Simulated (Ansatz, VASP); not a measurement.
# Two plane-wave programs on SnSe

The input INCAR:

```
ALGO = Normal
EDIFF = 1E-6
ENCUT = 520
GGA = PE
ISIF = 2
ISMEAR = -1
LASPH = True
LCHARG = False
LREAL = False
LWAVE = False
NBANDS = 17
NELM = 100
PREC = Accurate
SIGMA = 0.05
```

Contents of KPOINTS:

```
k-points
0
Gamma
  8 8 8
```

POSCAR

```
SnSe
1.0
    0.0000000000      3.0100000000      3.0100000000
    3.0100000000      0.0000000000      3.0100000000
    3.0100000000      3.0100000000      0.0000000000
Sn Se
1 1
Direct
    0.0000000000      0.0000000000      0.0000000000
    0.5000000000      0.5000000000      0.5000000000
```

File input.yaml:

```yaml
crystal:
  lattice:
    - [0.0, 3.01, 3.01]
    - [3.01, 0.0, 3.01]
    - [3.01, 3.01, 0.0]
  atoms:
    - { symbol: Sn, position: [0.0, 0.0, 0.0] }
    - { symbol: Se, position: [0.5, 0.5, 0.5] }
hamiltonian:
  xc: pbe
  pseudopotentials: { kind: paw }
kpoints:
  mp_grid: { grid: [8, 8, 8] }
  band_path:
    path:
      - [[0.0, 0.0, 0.0], [0.5, 0.0, 0.5], [0.5, 0.25, 0.75], [0.375, 0.375, 0.75], [0.0, 0.0, 0.0], [0.5, 0.5, 0.5], [0.625, 0.25, 0.625], [0.5, 0.25, 0.75], [0.5, 0.5, 0.5], [0.375, 0.375, 0.75]]
      - [[0.625, 0.25, 0.625], [0.5, 0.0, 0.5]]
    npoints: 14
scf:
  occupations: { method: fermi_dirac, width: 0.05 }
  n_extra_bands: 6
output:
  forces: true
  stress: true
  eigenvalues: true
  fatbands: false
```

Measurements of this composition are mostly on another form, of space group No. 62.

Alike in both runs: functional PBE; k mesh 8 × 8 × 8; occupations fermi-dirac, width 0.05 eV; no spin polarisation.

|  | VASP | Ansatz |
| --- | --- | --- |
| version | VASP 6.6.1 | Ansatz 0.2.0 |
| potentials or method | VASP PAW PBE potentials, release 64 (Sn_d, Se) | Ansatz PAW |
| plane-wave cutoff (eV) | 520 | 420 |
| valence electrons in the cell | 20 | 30 |
| task | single point | band structure |

|  | VASP | Ansatz | Ansatz less VASP |
| --- | --- | --- | --- |
| gap on the k mesh at the Fermi level (eV) | 0.58 | 0.58 | -0.001 |
| least direct gap on the mesh (eV) | 0.58 | 0.58 | -0.001 |
| pressure (GPa) | 0.9 | 0.9 | +0.02 |

The functional is the same, so the differences come from potentials, cutoffs and numerics. The two sets of potentials don't hold the same shells in valence.

Caveats: spin-orbit coupling is left out, which moves the levels of the heavy elements. A k mesh can miss the band edges.
